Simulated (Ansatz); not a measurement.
Redistribution: C3H7Br + C4H10O → C3H8O + C4H9Br

Gas-phase species: C3H7Br (1-bromopropane) `CCCBr`, singlet; C4H10O (1-butanol) `CCCCO`, singlet; C3H8O (1-propanol) `CCCO`, singlet; C4H9Br (1-bromobutane) `CCCCBr`, singlet. The partners trade Br for OH; both sit on C, so the bond types are kept.

Shapes, held fixed at every level: PBE0-D4/def2-TZVP. Flexible molecules stand in one conformer, not always the lowest. Programs: Ansatz 0.2.0. Electronic energies: no zero-point or thermal term.

(1) Estimate ΔE of this reaction.

Answers

(1) The highest level, CCSD(T)/def2-TZVPP, gives ΔE = -0.7 kJ/mol; the levels span -0.8 to -0.1. That is about zero within the method's error. The column of differences is taken from that level and isn't an error. No measured value is set beside it here. Relativity is left out for Br. Outer-core shells of Br are correlated, in sets that cover them unevenly.

| level | kind | ΔE (kJ/mol) | less CCSD(T)/def2-TZVPP |
| --- | --- | --- | --- |
| HF/def2-TZVPP | Hartree–Fock | -0.1 | +0.6 |
| B3LYP-D4/def2-TZVPP | global hybrid | -0.5 | +0.2 |
| PBE0-D4/def2-TZVPP | global hybrid | -0.5 | +0.2 |
| B2PLYP/def2-TZVPP | double hybrid | -0.4 | +0.3 |
| MP2/def2-TZVPP | perturbation theory | -0.8 | -0.1 |
| CCSD/def2-TZVPP | coupled cluster or CI | -0.6 | +0.1 |
| CCSD(T)/def2-TZVPP | coupled cluster or CI | -0.7 | 0.0 |
